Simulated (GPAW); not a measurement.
**How the form of the self-energy moves the gap of KCl (Sylvite)**

Aim: compare treatments of exchange, screening and correlation for the gap of KCl (Sylvite).

Method: PBE and many-body steps on it, plane waves, in GPAW 26.7.0.

**1. Starting point**

It takes space group Fm-3m (No. 225, cubic). Conventional cell: a = 6.293 Å, b = 6.293 Å, c = 6.293 Å, α = 90.00°, β = 90.00°, γ = 90.00°. Nearest to K lie 6 Cl at 3.15 Å. Cl has 6 K at 3.15 Å nearest. Farther neighbours and most contacts between anions are not listed.

Structure file:

```cif
data_structure
_symmetry_space_group_name_H-M 'P 1'
_symmetry_Int_Tables_number 1
_cell_length_a 4.4498
_cell_length_b 4.4498
_cell_length_c 4.4498
_cell_angle_alpha 60.000
_cell_angle_beta 60.000
_cell_angle_gamma 60.000
_cell_volume 62.30
loop_
_atom_site_label
_atom_site_type_symbol
_atom_site_fract_x
_atom_site_fract_y
_atom_site_fract_z
_atom_site_occupancy
K1 K 0.00000 0.00000 0.00000 1
Cl2 Cl 0.50000 0.50000 0.50000 1
```

The cell and positions come from the Crystallography Open Database and are kept as given unless a step says otherwise.

**2. Empty states on the mesh, 4×4×4 mesh, 410 bands**

This step: GPAW 26.7.0; DFT, PBE, plane waves, PAW.

The sums over transitions need many empty states on a uniform mesh; this step solves for them.

File run.py:

```python
import json
import numpy as np
from gpaw.mpi import world
from gpaw import GPAW

calc = GPAW('gs.gpw').fixed_density(kpts={'size': (4, 4, 4), 'gamma': True},
    parallel={'domain': 1, 'band': 1},
    txt='nscf.txt')
calc.diagonalize_full_hamiltonian(nbands=410)
calc.write('full.gpw', mode='all')
res = {}
kpts = calc.get_ibz_k_points()
res['kpts'] = kpts
res['eigenvalues'] = [calc.get_eigenvalues(kpt=k) for k in range(len(kpts))]
res['n_electrons'] = calc.get_number_of_electrons()

if world.rank == 0:
    with open('result.json', 'w') as f:
        json.dump(res, f, default=lambda x: x.tolist())
```

Command:

```console
$ mpirun -n 4 gpaw python run.py
```

Numbers of over 12 decimals in the logs are rounded to 6 here.

The program printed:

```text
Diagonalizing LCAO Hamiltonian
Converting LCAO to pw mode
convergence criteria:
- Maximum integral of absolute [eigenst]ate change: 4e-08 eV^2 / valence electron
maximum number of iterations: 100

SCF iterations
|iter     |     time |      energy | eigst |  dens |
|iter:   1|  |             | +1.70 |       |
|iter:   2|  |             | +0.77 |       |
|iter:   3|  |             | -0.09 |       |
[...]
|iter:  28|  |             | -7.15 |       |
|iter:  29|  |             | -7.31 |       |
|iter:  30|  |             | -7.48c|       |
SCF steps: 30
  __  _  _
 | _ |_)|_||  |
 |__||  | ||/\| - 26.7.0

Input parameters:
  mode=PW(ecut=450.000000),
  convergence={'density': 1e-06, 'bands': -3},
  gpts=array([24, 24, 24]),
  kpts=MonkhorstPack(size=(4, 4, 4), gamma=True),
  maxiter=100,
  nbands=15,
  occupations=Occupations(name='fermi-dirac', width=0.001, fixmagmom=False),
  parallel={'domain': 1, 'band': 1},
  xc=XC(name='PBE')
Matrix size: 1363x1363
# Writing to full.gpw (mode='all')
  [... matrices ...]

timing:  # [seconds]
  Total: 6.385  # ━━━━━━━━━━━━━━━━━━━━━━━━━━━━━━━━━━━━━━━━━━━━━━━━━━━━━━━━━━━
```

Elapsed: 11 s, on 4 MPI ranks of Arm Neoverse V1, shared host; peak memory 1.2 GiB; 45 s of CPU time.

Numbers from this step:

```
gap                                                           : 5.194 eV
k of the valence top                                          : 0, 0, 0
k of the conduction bottom                                    : 0, 0, 0
least direct gap                                              : 5.194 eV
k points computed                                             : 8
lowest point of the top converged band, above the valence top : 194.0742 eV
```

On this mesh the gap is 5.194 eV.

**3. G0W0, Godby-Needs plasmon pole**

Now the one-shot GW correction: screening in the RPA, then the self-energy of the levels asked for.

This step: G0W0 on PBE, plane waves, PAW.

File run.py:

```python
import json
import numpy as np
from gpaw.mpi import world
from gpaw.response.g0w0 import G0W0

gw = G0W0('full.gpw',
    filename='gw',
    kpts=[0],
    bands=(6, 10),
    ecut=120,
    nbands=185,
    integrate_gamma='WS',
    ppa=True)
gw.calculate()
res = {mode: {k: v for k, v in r.items() if k != 'sigma_eskwn'}
       for mode, r in gw.all_results.items()}

if world.rank == 0:
    with open('result.json', 'w') as f:
        json.dump(res, f, default=lambda x: x.tolist())
```

Command:

```console
$ mpirun -n 4 gpaw python run.py
```

The program printed:

```text
Using integrator: PointIntegrator
FrequencyGridDescriptor(from 0.000+0.000j to 0.000+27.211j eV, 2 points)
Nonperiodic BCs:  [False False False]
Using integrator: PointIntegrator
FrequencyGridDescriptor(from 0.000+0.000j to 0.000+27.211j eV, 2 points)
Nonperiodic BCs:  [False False False]
  ___  _ _ _
 |   || | | |
 | | || | | |
 |__ ||_____|
 |___|

BZ k-points: Symmetries present (total): 48

  [... matrices ...]
64 k-points: 4 x 4 x 4 Monkhorst-Pack grid + [1/8,1/8,1/8]
8 k-points in the irreducible part of the Brillouin zone
       k-points in crystal coordinates                weights
   0:     0.00000000    0.00000000    0.00000000          1/64
   1:     0.25000000    0.25000000    0.00000000          6/64
   2:     0.25000000    0.25000000    0.25000000          8/64
   3:     0.50000000    0.25000000   -0.25000000          6/64
   4:     0.50000000    0.25000000    0.25000000         12/64
   5:     0.50000000    0.50000000    0.00000000          3/64
   6:     0.50000000    0.50000000    0.25000000         24/64
   7:     0.50000000    0.50000000    0.50000000          4/64

Distributing spins, k-points and bands (1 x 1 x 4) over 4 processes
Number of blocks: 1

Quasi particle states:
k-points (IBZ indices): [0]
Band range: (6, 10)
  [... matrices ...]
Computational parameters:
Plane wave cut-off: 120 eV
Number of bands: 185
Coulomb cutoff: None
Broadening: 0.1 eV

fxc modes: GW
Kernel: RPA
Using Godby-Needs plasmon-pole approximation:
  Fitting energy: i*E0, E0 = 1.000 Hartree
Summing all q:

Calculating screened Coulomb potential
No Coulomb truncation
FrequencyGridDescriptor(from 0.000+0.000j to 0.000+27.211j eV, 2 points)
Removing empty qpoint cache files...

Calculating chi0 body with:
    Ground state adapter containing:
    Number of spins: 1
    Number of kpoints: 64
    Number of irreducible kpoints: 8
    Number of completely occupied states: 8
    Number of partially occupied states: 8
    Occupied states memory: 1.6875 M / cpu

    Linear response parametrization:
    q_c: [0.0, 0.0, 0.0]
    Number of frequency points: 2
    Planewave cutoff: 120.0
    Number of bands: 185
    Number of planewaves: 169
    Broadening (eta): 1e-06
    comm.size: 4
    kncomm.size: 4
    blockcomm.size: 1

    Memory estimate of potentially large arrays:
        chi0_wGG: 0.871613 M / cpu
Integrating chi0 body.

Symmetries of q_c:
    Direct symmetries (Uq -> q): 48
    Indirect symmetries (TUq -> q): 0
In total 48 allowed symmetries.

  [... matrices ...]
8 groups of equivalent kpoints. 87.5% reduction.

Integral kind: response function
Integrating chi0 head and wings.

Symmetries of q_c:
    Direct symmetries (Uq -> q): 48
    Indirect symmetries (TUq -> q): 0
In total 48 allowed symmetries.

  [... matrices ...]
8 groups of equivalent kpoints. 87.5% reduction.

Integral kind: response function wings

Calculating chi0 body with:
    Ground state adapter containing:
    Number of spins: 1
    Number of kpoints: 64
    Number of irreducible kpoints: 8
    Number of completely occupied states: 8
    Number of partially occupied states: 8
    Occupied states memory: 1.6875 M / cpu

    Linear response parametrization:
[... the further q-points ...]

Results:
f:      Occupation numbers
eps:     KS-eigenvalues [eV]
vxc:     KS vxc [eV]
exx:     Exact exchange [eV]
sigma:   Self-energies [eV]
dsigma:  Self-energy derivatives
Z:       Renormalization factors
qp:      QP-energies [eV]

k-point 0 (0): (0.000, 0.000, 0.000)                GW
band       f     eps     vxc     exx   sigma  dsigma       Z      qp
                                                                   GW
   6   1.000  -0.329 -16.355 -20.768   1.904  -0.223   0.818  -2.380
   7   1.000  -0.329 -16.355 -20.768   1.904  -0.223   0.818  -2.380
   8   0.000   4.865  -7.907  -4.229  -2.891  -0.137   0.879   5.557
   9   0.000   8.030  -9.268  -4.312  -3.040  -0.142   0.876   9.708
```

Wall time 41 s (4 MPI ranks); peak memory 1.2 GiB; 2.7 min of CPU time.

Numbers from this step:

* G0W0 gap on the points computed: 7.936 eV
* least direct G0W0 gap on the computed points: 7.936 eV
* Z at the valence top: 0.8175
* Z at the conduction bottom: 0.8791
* starting gap on the mesh: 5.194 eV
* k of the valence top: 0, 0, 0
* k of the conduction bottom: 0, 0, 0

The gap on the mesh goes from 5.19 eV to 7.94 eV, a correction of +2.74 eV.

**4. One-shot HSE06**

This step: one-shot HSE06 levels on PBE orbitals, plane waves, PAW.

File run.py:

```python
import json
import numpy as np
from gpaw.mpi import world
from gpaw.hybrids.eigenvalues import non_self_consistent_eigenvalues

dft, vxc, vxc_hyb = non_self_consistent_eigenvalues('full.gpw', 'HSE06', 6, 10, kpt_indices=[0])
res = {'dft': dft[0], 'hybrid': (dft - vxc + vxc_hyb)[0]}
if world.rank == 0:
    with open('hybrid.txt', 'w') as f:
        for k, e0, e1 in zip([0], res['dft'], res['hybrid']):
            print(k, ' '.join(f'{x:9.4f}' for x in e0), '|', ' '.join(f'{x:9.4f}' for x in e1), file=f)

if world.rank == 0:
    with open('result.json', 'w') as f:
        json.dump(res, f, default=lambda x: x.tolist())
```

Command:

```console
$ mpirun -n 4 gpaw python run.py
```

The program printed:

```text
IBZ(<points: 8, symmetries: 48>)
Occupied bands: 8
Transforming wave functions from IBZ to BZ: 0.021 seconds
Distributing wave functions and iFFT-ing to real space: 0.126 seconds
Calculating eigenvalues:
  k-points: 1
  Bands: 6-9 (inclusive)
  Seconds: 0.203 (wave-function broadcasting: 0.003 seconds)
HSE06-eigenvalue shifts:
  min: -1.034 eV
  ave: -0.320 eV
  max: 0.545 eV
```

Wall time 3.3 s (4 MPI ranks); peak memory 0.48 GiB.

Numbers from this step:

```yaml
starting_gap_on_the_mesh: 5.194 eV
hybrid_gap_on_the_mesh: 6.471 eV
least_direct_hybrid_gap_on_the_computed_points: 6.471 eV
```

**5. G0W0, extrapolated in the cutoff**

This step: G0W0 on PBE, plane waves, PAW.

File run.py:

```python
import json
import numpy as np
from gpaw.mpi import world
from gpaw.response.g0w0 import G0W0

gw = G0W0('full.gpw',
    filename='gw',
    kpts=[0],
    bands=(6, 10),
    ecut=200.0,
    integrate_gamma='WS',
    ppa=True,
    ecut_extrapolation=True)
gw.calculate()
res = {mode: {k: v for k, v in r.items() if k != 'sigma_eskwn'}
       for mode, r in gw.all_results.items()}

if world.rank == 0:
    with open('result.json', 'w') as f:
        json.dump(res, f, default=lambda x: x.tolist())
```

Command:

```console
$ mpirun -n 4 gpaw python run.py
```

The program printed:

```text
Using integrator: PointIntegrator
FrequencyGridDescriptor(from 0.000+0.000j to 0.000+27.211j eV, 2 points)
Nonperiodic BCs:  [False False False]
Using integrator: PointIntegrator
FrequencyGridDescriptor(from 0.000+0.000j to 0.000+27.211j eV, 2 points)
Nonperiodic BCs:  [False False False]
  ___  _ _ _
 |   || | | |
 | | || | | |
 |__ ||_____|
 |___|

BZ k-points: Symmetries present (total): 48

  [... matrices ...]
64 k-points: 4 x 4 x 4 Monkhorst-Pack grid + [1/8,1/8,1/8]
8 k-points in the irreducible part of the Brillouin zone
       k-points in crystal coordinates                weights
   0:     0.00000000    0.00000000    0.00000000          1/64
   1:     0.25000000    0.25000000    0.00000000          6/64
   2:     0.25000000    0.25000000    0.25000000          8/64
[...]
6:     0.50000000    0.50000000    0.25000000         24/64
   7:     0.50000000    0.50000000    0.50000000          4/64

Distributing spins, k-points and bands (1 x 1 x 4) over 4 processes
Number of blocks: 1

Quasi particle states:
k-points (IBZ indices): [0]
Band range: (6, 10)
  [... matrices ...]
Computational parameters:
Extrapolating to infinite plane wave cut-off using points at:
  172.355 eV
  184.896 eV
  200.000 eV
Number of bands: 400
Coulomb cutoff: None
Broadening: 0.1 eV

fxc modes: GW
Kernel: RPA
Using Godby-Needs plasmon-pole approximation:
  Fitting energy: i*E0, E0 = 1.000 Hartree
Summing all q:

Calculating screened Coulomb potential
No Coulomb truncation
FrequencyGridDescriptor(from 0.000+0.000j to 0.000+27.211j eV, 2 points)
Removing empty qpoint cache files...

Calculating chi0 body with:
    Ground state adapter containing:
    Number of spins: 1
    Number of kpoints: 64
    Number of irreducible kpoints: 8
[...]
Linear response parametrization:
    q_c: [0.0, 0.0, 0.0]
    Number of frequency points: 2
    Planewave cutoff: 200.0
    Number of bands: 400
    Number of planewaves: 411
    Broadening (eta): 1e-06
    comm.size: 4
    kncomm.size: 4
    blockcomm.size: 1

    Memory estimate of potentially large arrays:
        chi0_wGG: 5.155060 M / cpu
Integrating chi0 body.

Symmetries of q_c:
    Direct symmetries (Uq -> q): 48
    Indirect symmetries (TUq -> q): 0
In total 48 allowed symmetries.

  [... matrices ...]
8 groups of equivalent kpoints. 87.5% reduction.

Integral kind: response function
Integrating chi0 head and wings.

Symmetries of q_c:
    Direct symmetries (Uq -> q): 48
    Indirect symmetries (TUq -> q): 0
In total 48 allowed symmetries.

  [... matrices ...]
8 groups of equivalent kpoints. 87.5% reduction.

Integral kind: response function wings

Calculating chi0 body with:
    Ground state adapter containing:
    Number of spins: 1
    Number of kpoints: 64
    Number of irreducible kpoints: 8
    Number of completely occupied states: 8
    Number of partially occupied states: 8
    Occupied states memory: 1.6875 M / cpu

    Linear response parametrization:
[... the further q-points ...]
Extrapolating selfenergy to infinite energy cutoff:
  Performing linear fit to 3 points
  Warning: Bad quality of linear fit for some (n,k).
           Higher cutoff might be necessary.
  Minimum R^2 = 0.8381. (R^2 Should be close to 1)
  [... matrices ...]
Results:
f:      Occupation numbers
eps:     KS-eigenvalues [eV]
vxc:     KS vxc [eV]
exx:     Exact exchange [eV]
sigma:   Self-energies [eV]
dsigma:  Self-energy derivatives
Z:       Renormalization factors
qp:      QP-energies [eV]

k-point 0 (0): (0.000, 0.000, 0.000)                GW
band       f     eps     vxc     exx   sigma  dsigma       Z      qp
                                                                   GW
   6   1.000  -0.329 -16.355 -20.768   1.453  -0.228   0.814  -2.739
   7   1.000  -0.329 -16.355 -20.768   1.453  -0.228   0.814  -2.738
   8   0.000   4.865  -7.907  -4.229  -3.035  -0.139   0.878   5.429
   9   0.000   8.030  -9.268  -4.312  -3.186  -0.145   0.874   9.577
```

Run time: 5.2 min. Hardware: 4 MPI ranks; peak memory 1.6 GiB.

Numbers from this step:

| Item | Value |
| --- | --- |
| quasiparticle gap on the points computed | 8.168 eV |
| least direct quasiparticle gap on the computed points | 8.168 eV |
| Z at the valence top | 0.8143 |
| Z at the conduction bottom | 0.8778 |
| starting gap on the mesh | 5.194 eV |
| k of the valence top | 0, 0, 0 |
| k of the conduction bottom | 0, 0, 0 |
| gaps at the cutoffs of the extrapolation | 8.028, 8.042, 8.056 eV |

Against G0W0 in GPAW (4×4×4 mesh, 185 bands, screening to 120 eV, Godby-Needs plasmon pole), the gap moves by +0.231 eV.

**6. One-shot PBE0**

This step: one-shot PBE0 levels on PBE orbitals, plane waves, PAW.

File run.py:

```python
import json
import numpy as np
from gpaw.mpi import world
from gpaw.hybrids.eigenvalues import non_self_consistent_eigenvalues

dft, vxc, vxc_hyb = non_self_consistent_eigenvalues('full.gpw', 'PBE0', 6, 10, kpt_indices=[0])
res = {'dft': dft[0], 'hybrid': (dft - vxc + vxc_hyb)[0]}
if world.rank == 0:
    with open('hybrid.txt', 'w') as f:
        for k, e0, e1 in zip([0], res['dft'], res['hybrid']):
            print(k, ' '.join(f'{x:9.4f}' for x in e0), '|', ' '.join(f'{x:9.4f}' for x in e1), file=f)

if world.rank == 0:
    with open('result.json', 'w') as f:
        json.dump(res, f, default=lambda x: x.tolist())
```

Command:

```console
$ mpirun -n 4 gpaw python run.py
```

The program printed:

```text
IBZ(<points: 8, symmetries: 48>)
Occupied bands: 8
Transforming wave functions from IBZ to BZ: 0.021 seconds
Distributing wave functions and iFFT-ing to real space: 0.110 seconds
Calculating eigenvalues:
  k-points: 1
  Bands: 6-9 (inclusive)
  Seconds: 0.305 (wave-function broadcasting: 0.003 seconds)
HSE06-eigenvalue shifts:
  min: -1.434 eV
  ave: -0.326 eV
  max: 0.945 eV
```

The job ended after 3.2 s (4 MPI ranks; peak memory 0.49 GiB; 13 s of CPU time).

This step gave:

```yaml
starting_gap_on_the_mesh: 5.194 eV
hybrid_gap_on_the_mesh: 7.248 eV
least_direct_hybrid_gap_on_the_computed_points: 7.248 eV
```

**7. G0W0, full frequency, Hilbert transform**

This step: G0W0 on PBE, plane waves, PAW.

File run.py:

```python
import json
import numpy as np
from gpaw.mpi import world
from gpaw.response.g0w0 import G0W0

gw = G0W0('full.gpw',
    filename='gw',
    kpts=[0],
    bands=(6, 10),
    ecut=120,
    nbands=185,
    integrate_gamma='WS',
    frequencies={'type': 'nonlinear', 'domega0': 0.1, 'omega2': 15.0},
    eta=0.1,
    nblocksmax=True)
gw.calculate()
res = {mode: {k: v for k, v in r.items() if k != 'sigma_eskwn'}
       for mode, r in gw.all_results.items()}

if world.rank == 0:
    with open('result.json', 'w') as f:
        json.dump(res, f, default=lambda x: x.tolist())
```

Command:

```console
$ mpirun -n 4 gpaw python run.py
```

The program printed:

```text
Using integrator: PointIntegrator
NonLinearFrequencyDescriptor(from 0.000 to 143.106 eV, 290 points)
Nonperiodic BCs:  [False False False]
Using integrator: PointIntegrator
NonLinearFrequencyDescriptor(from 0.000 to 143.106 eV, 290 points)
Nonperiodic BCs:  [False False False]
  ___  _ _ _
 |   || | | |
 | | || | | |
 |__ ||_____|
 |___|

BZ k-points: Symmetries present (total): 48

  [... matrices ...]
64 k-points: 4 x 4 x 4 Monkhorst-Pack grid + [1/8,1/8,1/8]
8 k-points in the irreducible part of the Brillouin zone
       k-points in crystal coordinates                weights
[...]
Results:
f:      Occupation numbers
eps:     KS-eigenvalues [eV]
vxc:     KS vxc [eV]
exx:     Exact exchange [eV]
sigma:   Self-energies [eV]
dsigma:  Self-energy derivatives
Z:       Renormalization factors
qp:      QP-energies [eV]

k-point 0 (0): (0.000, 0.000, 0.000)                GW
band       f     eps     vxc     exx   sigma  dsigma       Z      qp
                                                                   GW
   6   1.000  -0.329 -16.355 -20.768   1.863  -0.205   0.830  -2.444
   7   1.000  -0.329 -16.355 -20.768   1.863  -0.205   0.830  -2.444
   8   0.000   4.865  -7.907  -4.229  -2.869  -0.156   0.865   5.565
   9   0.000   8.030  -9.268  -4.312  -3.024  -0.166   0.858   9.687
```

It took 88 s on 4 MPI ranks; peak memory 1.7 GiB.

Numbers from this step:

```yaml
g0w0_gap_on_the_points_computed: 8.009 eV
least_direct_g0w0_gap_on_the_computed_points: 8.009 eV
starting_gap_on_the_mesh: 5.194 eV
k_of_the_valence_top: 0, 0, 0
k_of_the_conduction_bottom: 0, 0, 0
```

Against G0W0 in GPAW (4×4×4 mesh, 185 bands, screening to 120 eV, Godby-Needs plasmon pole), the gap moves by +0.073 eV.

**8. The runs together**

Times are wall times on 4 MPI ranks of Arm Neoverse V1, shared host, good to a factor of about two.

| run | mesh | bands | screening cutoff (eV) | DFT gap (eV) | gap on the mesh (eV) | direct (eV) | time |
| --- | --- | --- | --- | --- | --- | --- | --- |
| G0W0, Godby-Needs plasmon pole | 4×4×4 | 185 | 120 | 5.194 | 7.936 | 7.936 | 41 s |
| one-shot HSE06 | 4×4×4 | - | - | 5.194 | 6.471 | 6.471 | 3.3 s |
| G0W0, extrapolated in the cutoff | 4×4×4 | - | 200 | 5.194 | 8.168 | 8.168 | 5.2 min |
| one-shot PBE0 | 4×4×4 | - | - | 5.194 | 7.248 | 7.248 | 3.2 s |
| G0W0, full frequency, Hilbert transform | 4×4×4 | 185 | 120 | 5.194 | 8.009 | 8.009 | 88 s |

**9. Outcome**

| Property | Result |
| --- | --- |
| G0W0, Godby-Needs plasmon pole | 7.936 eV |
| one-shot HSE06 | 6.471 eV |
| G0W0, extrapolated in the cutoff | 8.168 eV |
| one-shot PBE0 | 7.248 eV |
| G0W0, full frequency, Hilbert transform | 8.009 eV |
| known limits | not at the basis limit |

One-shot HSE06: −1.465 eV against G0W0, Godby-Needs plasmon pole. G0W0, extrapolated in the cutoff: +0.231 eV against G0W0, Godby-Needs plasmon pole, at other bands or cutoff, so not like for like. One-shot PBE0: −0.689 eV against G0W0, Godby-Needs plasmon pole. G0W0, full frequency, Hilbert transform: +0.073 eV against G0W0, Godby-Needs plasmon pole. One-shot hybrid levels are evaluated on the PBE orbitals. Bands and cutoff are finite, so the gap is not at the basis limit. The miss can reach some tenths of an eV and take either sign; the mesh is an error of its own. These stock PAW sets were not made for GW. In the G0W0 runs levels were corrected at 1 k point alone, so a gap called «on the mesh» is the least over those, and an edge elsewhere would be missed. The program warns of a poor linear fit in the extrapolation of some level, so the extrapolated values are rough.

[Paths, hosts, dates, memory and timing lines, banners, echoed tables and standing remarks are left out of the program output.]

[Logs are printed without paths, hosts, clocks, repeated set-up lines and the standing remarks that a program may print on its own settings, such as how far it seeks lower states.]

[Runs of the session that timed out or met a known fault of the program may be left out.]

[Hosts, paths, dates, database ids (printed as entryN), source tags and the programs' standing remarks are cut or masked in the printed files.]
